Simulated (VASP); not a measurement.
# VASP 6.6.1 run: SnTe

INCAR

```
SIGMA = 0.02
GGA = PE
NELM = 120
LREAL = .FALSE.
LWAVE = .FALSE.
IBRION = -1
PREC = Accurate
AMIX = 0.05
LASPH = .TRUE.
LCHARG = .FALSE.
NBANDS = 17
EDIFF = 0.0001
ISIF = 2
ENCUT = 520
ISMEAR = -1
NSW = 0
```

KPOINTS

```
KPOINTS created by Atomic Simulation Environment
0
Gamma
8 8 8
0 0 0
```

POSCAR

```
Sn Te
 1.0000000000000000
    -0.0000000000000000    3.1893303454483544    3.1893303454483544
     3.1893303454483544   -0.0000000000000000    3.1893303454483544
     3.1893303454483544    3.1893303454483544   -0.0000000000000000
 Sn  Te
   1   1
Cartesian
  0.0000000000000000 -0.0000000000000000 -0.0000000000000000
  3.1893303454483544  3.1893303454483544  3.1893303454483544
```

The recommended PBE PAW datasets give the neutral cell 20 valence electrons.

Command

```
mpirun -np 1 vasp_std
```

OSZICAR

```
N       E                     dE             d eps       ncg     rms          rms(c)
DAV:   1     0.125130423257E+03    0.12513E+03   -0.93980E+03   988   0.135E+03
DAV:   2     0.457402263592E+01   -0.12056E+03   -0.11784E+03  1018   0.330E+02
DAV:   3    -0.726127418620E+01   -0.11835E+02   -0.11748E+02  1237   0.907E+01
DAV:   4    -0.761006058469E+01   -0.34879E+00   -0.34850E+00  1179   0.161E+01
DAV:   5    -0.762359476096E+01   -0.13534E-01   -0.13534E-01  1420   0.316E+00    0.422E+00
DAV:   6    -0.760785556807E+01    0.15739E-01   -0.71732E-03  1321   0.590E-01    0.405E+00
DAV:   7    -0.756351755110E+01    0.44338E-01   -0.37205E-01  1225   0.378E+00    0.210E+00
DAV:   8    -0.756060577534E+01    0.29118E-02   -0.31440E-02  1105   0.123E+00    0.173E+00
DAV:   9    -0.756146492507E+01   -0.85915E-03   -0.35810E-03  1218   0.488E-01    0.717E-01
DAV:  10    -0.756185333076E+01   -0.38841E-03   -0.12600E-03  1299   0.294E-01    0.151E-01
DAV:  11    -0.756185679093E+01   -0.34602E-05   -0.69900E-05   669   0.452E-02
   1 F= -.75618568E+01 E0= -.75616417E+01  d E =-.430177E-03
```

From OUTCAR

```
k-points           NKPTS =     29   k-points in BZ     NKDIM =     29   number of bands    NBANDS=     17

   NELECT =      20.0000    total number of electrons

   dimension x,y,z NGX =    36 NGY =   36 NGZ =   36
   dimension x,y,z NGXF=    72 NGYF=   72 NGZF=   72

  energy-cutoff  :      520.00
  volume of cell :       64.88
      direct lattice vectors                 reciprocal lattice vectors
     0.000000000  3.189330345  3.189330345    -0.156772722  0.156772722  0.156772722
     3.189330345  0.000000000  3.189330345     0.156772722 -0.156772722  0.156772722
     3.189330345  3.189330345  0.000000000     0.156772722  0.156772722 -0.156772722

 k-points in reciprocal lattice and weights: KPOINTS created by Atomic Simulation Env
   0.00000000  0.00000000  0.00000000       0.002
   0.12500000  0.00000000  0.00000000       0.016
   0.25000000  0.00000000  0.00000000       0.016
   0.37500000  0.00000000  0.00000000       0.016
   0.50000000  0.00000000  0.00000000       0.008
   0.12500000  0.12500000  0.00000000       0.012
   0.25000000  0.12500000  0.00000000       0.047
   0.37500000  0.12500000  0.00000000       0.047
   ...

 E-fermi :   6.5346

 k-point     1 :       0.0000    0.0000    0.0000
  band No.  band energies     occupation
      1     -15.3871      2.00000
      2     -15.3871      2.00000
      3     -15.3827      2.00000
      4     -15.3827      2.00000
      5     -15.3827      2.00000
      6      -6.0322      2.00000
      7       1.6857      2.00000
      8       4.4613      2.00000
      9       4.4613      2.00000
     10       4.4613      2.00000
     11       9.7759      0.00000
     12       9.7759      0.00000
     13       9.7759      0.00000
     14      11.3227      0.00000
     15      11.3227      0.00000
     16      11.3227      0.00000
     17      13.3394      0.00000

 k-point     2 :       0.1250    0.0000    0.0000
  band No.  band energies     occupation
      1     -15.3875      2.00000
      2     -15.3875      2.00000
      3     -15.3825      2.00000
      4     -15.3819      2.00000
      5     -15.3819      2.00000
      6      -5.9079      2.00000
      7       1.0665      2.00000
      8       4.4845      2.00000
      9       4.4845      2.00000
     10       4.8861      2.00000
     11       9.1365      0.00000
     12       9.1365      0.00000
     13       9.1525      0.00000
     14      11.2641      0.00000
     15      11.6338      0.00000
     16      11.6338      0.00000
     17      14.2565      0.00000

 k-point     3 :       0.2500    0.0000    0.0000
  band No.  band energies     occupation
      1     -15.3890      2.00000
      2     -15.3890      2.00000
      3     -15.3819      2.00000
      4     -15.3798      2.00000
      5     -15.3798      2.00000
      6      -5.5596      2.00000
      7      -0.1028      2.00000
      8       4.5665      2.00000
      9       4.5665      2.00000
     10       5.5260      2.00000
     11       8.0847      0.00000
     12       8.0847      0.00000
     13       8.1091      0.00000
     14      11.6679      0.00000
     15      12.4978      0.00000
     16      12.4978      0.00000
     17      16.1810      0.00000

 ...

  Total        0.2214015      0.2214015      0.2214015     -0.0000000      0.0000000      0.0000000
  in kB        5.4671710      5.4671710      5.4671710     -0.0000000      0.0000000      0.0000000
  external PRESSURE =       5.4671710 kB  Pullay stress =       0.0000000 kB

 POSITION                                       TOTAL-FORCE (eV/Angst)
 -----------------------------------------------------------------------------------
      0.00000      0.00000      0.00000         0.000000     -0.000000      0.000000
      3.18933      3.18933      3.18933        -0.000000      0.000000     -0.000000
 -----------------------------------------------------------------------------------
    total drift:                               -0.000000      0.000000      0.000000

  FREE ENERGIE OF THE ION-ELECTRON SYSTEM (eV)
  ---------------------------------------------------
  free  energy   TOTEN  =        -7.5618567909 eV

  energy  without entropy=       -7.5614266139  energy(sigma->0) =       -7.56164170
```

It converged. Results: gap between bands v and c on the k mesh 0.01 eV; least direct gap on the k mesh 0.01 eV; pressure 0.5 GPa. Band v is the last that the valence electrons fill when counted band by band, and c is the next.

For comparison, a separate PBE run of the intended cell, on usual settings and not on those above, gives a gap of 0.01 eV on its mesh and a pressure of 0.6 GPa.

The run above took about 33 s on one core of a shared host (Intel Xeon Platinum 8488C) and held 0.2 GiB at most.
